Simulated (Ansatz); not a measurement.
# InSe: changing the functional

```
CELL_PARAMETERS angstrom
5.82639 -2.05465 0.00000
5.82639 2.05465 0.00000
-1.72323 0.00000 4.77135
ATOMIC_POSITIONS crystal
In 0.88820 0.88820 0.04684
In 0.11180 0.11180 0.95316
Se 0.66093 0.66093 0.66896
Se 0.33907 0.33907 0.33104
```

The cell comes from a database or a generator and needn't be the stable form of this composition.

Kept alike: task equation of state; k mesh 7 × 7 × 6; occupations fermi-dirac, width 0.05 eV; no spin polarisation. Program: Ansatz, Ansatz PAW. Cutoffs run from 420 to 500 eV. The mesh is that of the run's cell of 4 atoms. No spin-orbit coupling.

| run | volume (Å³/atom) | bulk modulus (GPa) |
| --- | --- | --- |
| A | 28.498 | 54.2 |
| B | 27.913 | 53.5 |
| C | 27.046 | 58.4 |

Volume and modulus come from cells scaled at fixed shape and fractions; off cubic symmetry such a modulus can lie above the relaxed one. All rows use potentials made for PBE.

Task: The runs differ in the functional (and the cutoff that goes with it) alone: LDA; PBEsol; r2SCAN. Which run is which?

Result: Run A is r2SCAN; run B is PBEsol; run C is LDA. The volume runs from 27.046 (LDA) to 28.498 Å³/atom (r2SCAN). The bulk modulus runs from 53.5 (PBEsol) to 58.4 GPa (LDA).
